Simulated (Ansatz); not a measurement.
GeO₂ (rutile, space group No. 136), plane-wave PAW r²SCAN (Ansatz code). The conduction-band minimum lies at Γ, with 1 equivalent valley. Second derivatives d²E/dk² of the lowest band at one valley (eV·Å²), along Cartesian directions:

| direction | d²E/dk² |
|---|---|
| [100] | 26.85 |
| [010] | 26.85 |
| [001] | 33.76 |
| [110] | 26.85 |
| [101] | 30.30 |
| [011] | 30.30 |

Q: Find the principal effective masses, the density-of-states mass and the conductivity mass.

A: Off-diagonal terms follow from H_xy = H[110] − (H_xx + H_yy)/2, and m*/mₑ = 7.620 eV·Å² over each eigenvalue: 0.23, 0.28, 0.28. One valley's DOS mass (m₁m₂m₃)^(1/3) = 0.26, conductivity mass 3/(Σ 1/mᵢ) = 0.26 mₑ.

Q: What effective density of states Nc follows at 300 K for parabolic valleys?

A: Nc = 2.509e19 × 1 × (0.26)^(3/2) ≈ 3.3e18 cm⁻³.

Q: With the computed static dielectric constant 12.9 (mean of the diagonal), estimate a hydrogenic donor's binding energy and radius.

A: E = 13.606 eV × 0.26/12.9² ≈ 21 meV; a = 0.529 Å × ε/m* ≈ 26 Å. Semilocal masses tend to be too small where the gap is.

Space group P4_2/mnm (rutile). The r²SCAN relaxation kept the symmetry of its start; phonons on a q-mesh show no instability. Spin–orbit coupling is left out wherever it is not named.

Potentials: the later of the program's two PAW sets.
